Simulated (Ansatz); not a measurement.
# Sb: equation of state with LDA

The system is Sb.

```
Sb
1.0
    -1.57654    1.57654    2.71194
     1.57654   -1.57654    2.71194
     1.57654    1.57654   -2.71194
Sb
1
Direct
  0.00000 0.00000 0.00000
```

This isn't the form of Sb at room conditions, which is rhombohedral.

| Property | Result |
| --- | --- |
| Program | Ansatz 0.2.0 |
| Task | equation of state |
| Functional | LDA |
| Potentials or basis | Ansatz PAW |
| Cutoff | 420 eV |
| Density cutoff | 1680 eV |
| k mesh | 12 × 12 × 12 |
| Occupations | fermi-dirac, width 0.05 eV |
| Spin | no spin polarisation |

The equilibrium volume is 25.97 Å³/atom and the bulk modulus at fixed shape and positions is 71 GPa. The pressure derivative of the bulk modulus is 4.6.

Energy against volume, from the lowest point:
```csv
volume (Å³/atom),energy (meV/atom)
25.344,3.42
25.883,0.00
26.423,1.63
26.962,7.74
27.501,17.85
28.040,31.53
28.580,48.36
```

All runs of the series together: 14 s on 2 threads of Arm Neoverse V1 (shared host).

Caveat: the cell was scaled at fixed shape and fractional positions, which overstates the stiffness of a crystal with free parameters, most of all of layers and chains. The run has no spin-orbit coupling, so splittings on Sb are missing.
